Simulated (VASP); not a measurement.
# TaSi2 (P6_222) in VASP: further runs

The runs below take TaSi2 through relaxation of cell and atoms, with PBE, PBE+D3(BJ), LDA.

Everything below comes from runs of VASP 6.6.1. Logs are shortened: lines on timing, memory, paths and dates and some standing lists are left out, and cuts for length are marked.

## Step 1: Starting point

The structure is hexagonal, space group P6_222 (No. 180). The conventional cell has a = 4.780 Å, b = 4.780 Å, c = 6.564 Å, α = 90.00°, β = 90.00°, γ = 120.00°. Ta (site symmetry 222) has 10 Si at 2.59 to 2.76 Å as nearest neighbours. Around Si (site symmetry 2) lie 5 Si at 2.59 to 2.76 Å and 5 Ta at 2.59 to 2.76 Å.

## Step 2: Relaxation of cell and atoms, PBE

Contents of INCAR:

```
SYSTEM = TaSi2
  ALGO = Normal
  EDIFF = 1E-6
  EDIFFG = -0.01
  ENCUT = 300
  GGA = PE
  IBRION = 2
  ISIF = 3
  ISMEAR = 1
  KPAR = 4
  LASPH = .True.
  LCHARG = .False.
  LREAL = .False.
  LWAVE = .False.
  NELM = 80
  NSW = 90
  PREC = Accurate
  SIGMA = 0.1
```

Contents of KPOINTS:

```
k-points
0
Gamma
  5 5 3
  0 0 0
```

Contents of POSCAR:

```
TaSi2
1.0
    4.7800000000      0.0000000000      0.0000000000
   -2.3900000000      4.1396014301      0.0000000000
    0.0000000000      0.0000000000      6.5640000000
Ta Si
3 6
Direct
    0.5000000000      0.0000000000      0.5000000000
    0.5000000000      0.5000000000      0.8333333333
    0.0000000000      0.5000000000      0.1666666667
    0.1666500000      0.3333000000      0.5000000000
    0.8333500000      0.1666500000      0.8333333333
    0.6667000000      0.8333500000      0.1666666667
    0.8333500000      0.6667000000      0.5000000000
    0.1666500000      0.8333500000      0.8333333333
    0.3333000000      0.1666500000      0.1666666667
```

Potentials or basis: VASP PAW PBE potentials, release 64 (Ta, Si).

Started as:

```sh
$ cat potpaw_PBE.64/Ta/POTCAR potpaw_PBE.64/Si/POTCAR > POTCAR
$ mpirun -np 4 vasp_std > vasp.out
```

OUTCAR:

```text
SYSTEM = TaSi2
   EDIFF = 1E-6
   EDIFFG = -0.01
   ENCUT = 300
   GGA = PE
   IBRION = 2
   ISIF = 3
   ISMEAR = 1
   LASPH = .True.
   LREAL = .False.
   NELM = 80
   NSW = 90
   PREC = Accurate

 ion  position               nearest neighbor table
   1  0.500  0.000  0.500-   6 2.59   9 2.59   8 2.59   5 2.59   4 2.76   7 2.76   7 2.76   4 2.76
                             4 2.76   7 2.76   2 3.24   2 3.24   3 3.24   3 3.24
   2  0.500  0.500  0.833-   4 2.59   7 2.59   6 2.59   9 2.59   8 2.76   5 2.76   8 2.76   5 2.76
                             8 2.76   5 2.76   1 3.24   1 3.24   3 3.24   3 3.24
   3  0.000  0.500  0.167-   4 2.59   7 2.59   5 2.59   8 2.59   6 2.76   9 2.76   9 2.76   6 2.76
                             6 2.76   9 2.76   1 3.24   1 3.24   2 3.24   2 3.24
   4  0.167  0.333  0.500-   5 2.59   9 2.59   3 2.59   2 2.59   7 2.76   1 2.76   1 2.76   1 2.76
                             7 2.76   7 2.76
   5  0.833  0.167  0.833-   4 2.59   6 2.59   1 2.59   3 2.59   8 2.76   2 2.76   2 2.76   2 2.76
                             8 2.76   8 2.76
   6  0.667  0.833  0.167-   7 2.59   5 2.59   1 2.59   2 2.59   9 2.76   3 2.76   3 2.76   3 2.76
                             9 2.76   9 2.76
   7  0.833  0.667  0.500-   8 2.59   6 2.59   3 2.59   2 2.59   4 2.76   1 2.76   1 2.76   1 2.76
                             4 2.76   4 2.76
   8  0.167  0.833  0.833-   7 2.59   9 2.59   1 2.59   3 2.59   5 2.76   2 2.76   2 2.76   2 2.76
                             5 2.76   5 2.76
   9  0.333  0.167  0.167-   4 2.59   8 2.59   1 2.59   2 2.59   6 2.76   3 2.76   3 2.76   3 2.76
                             6 2.76   6 2.76

  LATTYP: Found a hexagonal cell.
 ALAT       =     4.7800000000
 C/A-ratio  =     1.3732217573

  Lattice vectors:

 A1 = (   4.7800000000,   0.0000000000,   0.0000000000)
 A2 = (  -2.3900000000,   4.1396014301,   0.0000000000)
 A3 = (   0.0000000000,   0.0000000000,   6.5640000000)

Analysis of symmetry for initial positions (statically):
=====================================================================
 Subroutine PRICEL returns:
 Original cell was already a primitive cell.

 Routine SETGRP: Setting up the symmetry group for a
 hexagonal supercell.

 Subroutine GETGRP returns: Found 12 space group operations
 (whereof  4 operations were pure point group operations)
 out of a pool of 24 trial point group operations.

The static configuration has the point symmetry D_2 .
 The point group associated with its full space group is D_6 .

Analysis of symmetry for dynamics (positions and initial velocities):
=====================================================================
 Subroutine PRICEL returns:
 Original cell was already a primitive cell.

 Routine SETGRP: Setting up the symmetry group for a
 hexagonal supercell.

 Subroutine GETGRP returns: Found 12 space group operations
 (whereof  4 operations were pure point group operations)
 out of a pool of 24 trial point group operations.

The dynamic configuration has the point symmetry D_2 .
 The point group associated with its full space group is D_6 .

 Subroutine INISYM returns: Found 12 space group operations
 (whereof  4 operations are pure point group operations),
 and found     1 'primitive' translations

----------------------------------------------------------------------------------------

                                     Primitive cell

  volume of cell :     129.8838

  direct lattice vectors                    reciprocal lattice vectors
     4.780000000  0.000000000  0.000000000     0.209205021  0.120784575  0.000000000
    -2.390000000  4.139601430  0.000000000     0.000000000  0.241569150  0.000000000
     0.000000000  0.000000000  6.564000000     0.000000000  0.000000000  0.152346130

  length of vectors
     4.780000000  4.780000000  6.564000000     0.241569150  0.241569150  0.152346130

  position of ions in fractional coordinates (direct lattice)
     0.500000000  0.000000000  0.500000000
     0.500000000  0.500000000  0.833333333
     0.000000000  0.500000000  0.166666667
     0.166650000  0.333300000  0.500000000
     0.833350000  0.166650000  0.833333333
     0.666700000  0.833350000  0.166666667
     0.833350000  0.666700000  0.500000000
     0.166650000  0.833350000  0.833333333
     0.333300000  0.166650000  0.166666667

  ion indices of the primitive-cell ions
   primitive index   ion index
                 1           1
                 2           2
                 3           3
                 4           4
                 5           5
                 6           6
                 7           7
                 8           8
                 9           9

----------------------------------------------------------------------------------------

 KPOINTS: k-points

Automatic generation of k-mesh.
 Grid dimensions read from file:
 generate k-points for:    5    5    3

 Generating k-lattice:

  Cartesian coordinates                     Fractional coordinates (reciprocal lattice)
     0.041841004  0.024156915  0.000000000     0.200000000  0.000000000  0.000000000
     0.000000000  0.048313830  0.000000000     0.000000000  0.200000000  0.000000000
     0.000000000  0.000000000  0.050782043     0.000000000  0.000000000  0.333333333

  Length of vectors
     0.048313830  0.048313830  0.050782043

  Shift w.r.t. Gamma in fractional coordinates (k-lattice)
     0.000000000  0.000000000  0.000000000

 Subroutine IBZKPT returns following result:
 ===========================================

 Found     10 irreducible k-points:

 Following reciprocal coordinates:
            Coordinates               Weight
  0.000000  0.000000  0.000000      1.000000
  0.200000  0.000000  0.000000      6.000000
  0.400000 -0.000000  0.000000      6.000000
  0.200000  0.200000  0.000000      6.000000
  0.400000  0.200000  0.000000      6.000000
  0.000000  0.000000  0.333333      2.000000
  0.200000  0.000000  0.333333     12.000000
  0.400000 -0.000000  0.333333     12.000000
  0.200000  0.200000  0.333333     12.000000
  0.400000  0.200000  0.333333     12.000000
   k-points           NKPTS =     10   k-points in BZ     NKDIM =     10   number of bands    NBANDS=     24
   number of dos      NEDOS =    301   number of ions     NIONS =      9
   total plane-waves  NPLWV =  31360
   dimension x,y,z NGX =    28 NGY =   28 NGZ =   40
   dimension x,y,z NGXF=    56 NGYF=   56 NGZF=   80
   ions per type =               3   6
   NGX,Y,Z   is equivalent  to a cutoff of   9.74,  9.74, 10.13 a.u.
   NGXF,Y,Z  is equivalent  to a cutoff of  19.48, 19.48, 20.26 a.u.
 SYSTEM =  TaSi2
   PREC   = accura    normal or accurate (medium, high low for compatibility)
   ISTART =      0    job   : 0-new  1-cont  2-samecut
   ICHARG =      2    charge: 1-file 2-atom 10-const
   ISPIN  =      1    spin polarized calculation?
   LNONCOLLINEAR =      F non collinear calculations
   LSORBIT =      F    spin-orbit coupling
   LASPH  =      T    aspherical Exc in radial PAW
   ENCUT  =  300.0 eV  22.05 Ry    4.70 a.u.   6.75  6.75  9.27*2*pi/ulx,y,z
   NELM   =     80;   NELMIN=  2; NELMDL= -5     # of ELM steps
   EDIFF  = 0.1E-05   stopping-criterion for ELM
   LREAL  =      F    real-space projection
   EDIFFG = -.1E-01   stopping-criterion for IOM
   NSW    =     90    number of steps for IOM
   IBRION =      2    ionic relax: 0-MD 1-quasi-New 2-CG
   NFREE  =      1    steps in history (QN), initial steepest desc. (CG)
   ISIF   =      3    stress and relaxation
   ISYM   =      2    0-nonsym 1-usesym 2-fastsym
   POTIM  = 0.5000    time-step for ionic-motion
   TEBEG  =    0.0;   TEEND  =   0.0 temperature during run
   PSTRESS=    0.0 pullay stress
   NELECT =      39.0000    total number of electrons
   NUPDOWN=      -1.0000    fix difference up-down
   EMIN   =  10.00;   EMAX   =-10.00  energy-range for DOS
   EFERMI =   0.00;   METHOD = LEGACY
   ISMEAR =     1;   SIGMA  =   0.10  broadening in eV -4-tet -1-fermi 0-gaus
   EFERMI_NEDOS =   21; number of points for ismear=-14 and -15
   IALGO  =     38    algorithm
   IMIX   =      4    mixing-type and parameters
     AMIX     =   0.40;   BMIX     =  1.00
     AMIX_MAG =   1.60;   BMIX_MAG =  1.00
  volume/ion in A,a.u.               =      14.43        97.39
  Fermi-wavevector in a.u.,A,eV,Ry     =   1.096254  2.071621 16.351125  1.201774
  Thomas-Fermi vector in A             =   2.232593
   LORBIT       =      0    0 simple, 1 ext, 2 COOP (PROOUT), +10 PAW based schemes
   GGA     = PE    functional components
   LHFCALC =     F    Hartree Fock is set to
   AEXX    =    0.0000 exact exchange contribution
   IVDW    =     0    specifies the selected vdW correction
   LEPSILON=     F    determine dielectric tensor
   LRPA    =     F    only Hartree local field effects (RPA)
 conjugate gradient relaxation of ions
 non-spin polarized calculation
 Methfessel and Paxton  Order N= 1 SIGMA  =   0.10
  energy-cutoff  :      300.00
  volume of cell :      129.88
 maximum number of plane-waves:      1552
 NGX is ok and might be reduce to    28
   NGX = 13   NGY = 13   NGZ = 19

--------------------------------------- Ionic step        1  -------------------------------------------

 number of electron      39.0000001 magnetization

 Free energy of the ion-electron system (eV)
  ---------------------------------------------------
  ext. energy  EPLUGINS =         0.00000000
  ---------------------------------------------------
  free energy    TOTEN  =       -72.11122540 eV

  energy without entropy =      -72.10851096  energy(sigma->0) =      -72.11032059

------------------------ aborting loop because EDIFF is reached ----------------------------------------

  FORCE on cell =-STRESS in cart. coord.  units (eV):
  Direction    XX          YY          ZZ          XY          YZ          ZX
  --------------------------------------------------------------------------------------
  -------------------------------------------------------------------------------------
  Total        1.9714402      1.9714402      4.0557620      0.0000000      0.0000000      0.0000000
  in kB       24.3186353     24.3186353     50.0297165      0.0000000      0.0000000      0.0000000
  external PRESSURE =      32.8889957 kB  Pullay stress =       0.0000000 kB
[... 329 lines left out ...]
  energy  without entropy=      -72.3063042997  energy(sigma->0) =      -72.30178874

--------------------------------------- Ionic step        9  -------------------------------------------

 number of electron      38.9999995 magnetization

 Free energy of the ion-electron system (eV)
  ---------------------------------------------------
  ext. energy  EPLUGINS =         0.00000000
  ---------------------------------------------------
  free energy    TOTEN  =       -72.30005055 eV

  energy without entropy =      -72.30676879  energy(sigma->0) =      -72.30228996

 E-fermi :   9.3627     XC(G=0): -11.9328

 val. band max:        9.2948313302   @ k =   0.4000   0.2000   0.3333
 cond. band min:       9.4631701424   @ k =   0.2000   0.0000   0.3333
 fundamental gap:      0.1683388123
 Fermi energy:         9.3626516654

 k-point     1 :       0.0000    0.0000    0.0000
  band No.  band energies     occupation
      1      -3.9664      2.00000
      2      -0.6606      2.00000
      3      -0.6606      2.00000
      4       2.8480      2.00000
      5       3.3202      2.00000
      6       3.3202      2.00000
[... 295 lines left out ...]
  FREE ENERGIE OF THE ION-ELECTRON SYSTEM (eV)
  ---------------------------------------------------
  free  energy   TOTEN  =       -72.3000505484 eV

  energy  without entropy=      -72.3067687858  energy(sigma->0) =      -72.30228996

 reached required accuracy - stopping structural energy minimisation
```

Wall time 51 s (4 MPI ranks of Intel Xeon Platinum 8259CL at 2.50GHz (Skylake/Cascade Lake), shared host); peak memory 0.19 GiB.

What came out:

- Free energy: -72.3001 eV
- Relaxed volume: 14.64 Å³/atom
- Relaxed cell: a = 4.814 Å, b = 4.814 Å, c = 6.567 Å, α = 90.00°, β = 90.00°, γ = 120.00°
- Space group after relaxing (to 0.05 Å): P6_222 (No. 180)
- Energy gained by relaxing: 21.0 meV/atom
- Ionic steps: 9
- Pressure after relaxing: 0.0 GPa
- Largest force after relaxing: 0.007 eV/Å
- Band gap on the k mesh: none (metal or under the smearing width)

Forces in eV/Å, atoms in the order of the input:
```
Ta   0.000  0.000  0.000
Ta   0.000  0.000  0.000
Ta   0.000  0.000  0.000
Si   0.000  0.007  0.000
Si  -0.006  0.004  0.000
Si  -0.006 -0.004  0.000
Si   0.000 -0.007  0.000
Si   0.006 -0.004  0.000
Si   0.006  0.004  0.000
```

The path:
| step | energy change (eV) | largest force (eV/Å) | pressure (GPa) | volume (Å³) |
| --- | --- | --- | --- | --- |
| 1 | 0.0000 | 0.8131 | 3.29 | 129.88 |
| 2 | -0.0791 | 0.2569 | -5.33 | 135.53 |
| 3 | -0.1049 | 0.4364 | -2.67 | 133.61 |
| 4 | -0.1763 | 0.0358 | 0.12 | 131.52 |
| 5 | -0.1766 | 0.0061 | 0.32 | 131.39 |
| 6 | -0.1884 | 0.0134 | 0.37 | 131.56 |
| 7 | -0.1886 | 0.0091 | 0.36 | 131.55 |
| 8 | -0.1883 | 0.0042 | -0.49 | 132.13 |
| 9 | -0.1888 | 0.0072 | 0.01 | 131.79 |

Final structure:
```
Ta Si
1.0
     4.81376    0.00000    0.00000
    -2.40688    4.16884    0.00000
     0.00000    0.00000    6.56716
Ta Si
3 6
Direct
  0.50000 0.00000 0.50000
  0.50000 0.50000 0.83333
  0.00000 0.50000 0.16667
  0.15827 0.31653 0.50000
  0.84173 0.15827 0.83333
  0.68347 0.84173 0.16667
  0.84173 0.68347 0.50000
  0.15827 0.84173 0.83333
  0.31653 0.15827 0.16667
```

Levels at points of the mesh, in eV from the Fermi level:
| k point | band 17 | band 18 | band 19 | band 20 | band 21 | band 22 | band 23 | band 24 |
| --- | --- | --- | --- | --- | --- | --- | --- | --- |
| (0.00, 0.00, 0.00) | -2.44 | -2.18 | -2.18 | -1.50 | 0.75 | 2.89 | 2.89 | 3.38 |

Caveat: the cutoff is under 1.25 times the usual one of these potentials, so pressure, stress and relaxed cells hold a basis-set (Pulay) error.

## Step 3: Relaxation of cell and atoms, PBE

This run uses another cell than the first one, of 14.64 Å³/atom, 1.015 times its volume.

INCAR: that of step 2 with these lines changed.

```diff
@@ -2,4 +2,4 @@
   ALGO = Normal
-  EDIFF = 1E-6
-  EDIFFG = -0.01
+  EDIFF = 1E-7
+  EDIFFG = -0.005
   ENCUT = 300
```

KPOINTS is that of step 2.

Contents of POSCAR:

```
TaSi2                                   
1.0
    4.8137640662     -0.0000000000     -0.0000000000
   -2.4068820331      4.1688419692      0.0000000000
    0.0000000000     -0.0000000000      6.5671631394
  Ta              Si            
     3     6
Direct
     0.5000000000000000    0.0000000000000000    0.5000000000000000
     0.5000000000000000    0.5000000000000000    0.8333333332999970
     0.0000000000000000    0.5000000000000000    0.1666666667000030
     0.1582652818321856    0.3165305636643784    0.5000000000000000
     0.8417347181678145    0.1582652818321856    0.8333333332999970
     0.6834694363356217    0.8417347181678145    0.1666666667000030
     0.8417347181678145    0.6834694363356217    0.5000000000000000
     0.1582652818321856    0.8417347181678145    0.8333333332999970
     0.3165305636643783    0.1582652818321856    0.1666666667000030
```

Potentials or basis: VASP PAW PBE potentials, release 64 (Ta, Si).

Started as:

```sh
$ cat potpaw_PBE.64/Ta/POTCAR potpaw_PBE.64/Si/POTCAR > POTCAR
$ mpirun -np 4 vasp_std > vasp.out
```

It took 18 s on 4 MPI ranks of Intel Xeon Platinum 8259CL at 2.50GHz (Skylake/Cascade Lake), shared host; peak memory 0.17 GiB.

The run converged. Its results:

* Free energy: -72.3043 eV
* Energy gained by relaxing: 0.0 meV/atom
* Ionic steps: 2
* Pressure after relaxing: 0.0 GPa
* Band gap on the k mesh: none (metal or under the smearing width)

Final structure:
```
Ta Si
1.0
     4.81433    0.00000    0.00000
    -2.40716    4.16933    0.00000
     0.00000    0.00000    6.56628
Ta Si
3 6
Cartesian
  2.4072 0.0000 3.2831
  1.2036 2.0847 5.4719
  -1.2036 2.0847 1.0944
  0.0000 1.3200 3.2831
  3.6711 0.6600 5.4719
  1.2640 3.5093 1.0944
  2.4072 2.8493 3.2831
  -1.2640 3.5093 5.4719
  1.1432 0.6600 1.0944
```

Levels at points of the mesh, in eV from the Fermi level:
```tsv
k point	band 18	band 19	band 20	band 21	band 22	band 23
(0.00, 0.00, 0.00)	-2.18	-2.18	-1.50	0.75	2.89	2.89
```

Caveat: the cutoff is under 1.25 times the usual one of these potentials, so pressure, stress and relaxed cells hold a basis-set (Pulay) error. Spin-orbit coupling is left out, which matters for the levels of Ta.

[end of part 1 of 2]
